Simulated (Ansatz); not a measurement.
## As (simple cubic): energy against volume

Theory: DFT, RPBE, plane waves (420 eV) with PAW, scalar-relativistic (Ansatz 0.2.0). The PAW files were generated under PBE, with cores re-solved for the functional.

The cell is scaled uniformly from the relaxed one, with fractional coordinates and shape fixed. Energies are extrapolated to zero smearing, pressures are those at the given smearing. Magnetic state: spin not included.

A Birch-Murnaghan fit gives V₀ = 20.76 Å³/atom, B₀ = 75 GPa, B₀′ = 4.6.

What are the energy above the minimum and the pressure at 18.376 Å³/atom?

80.9 meV/atom and 12.18 GPa as computed.

What are the energy above the minimum and the pressure at 19.211 Å³/atom?

31.4 meV/atom and 7.03 GPa as computed.

What are the energy above the minimum and the pressure at 22.553 Å³/atom?

31.0 meV/atom and -5.05 GPa as computed.
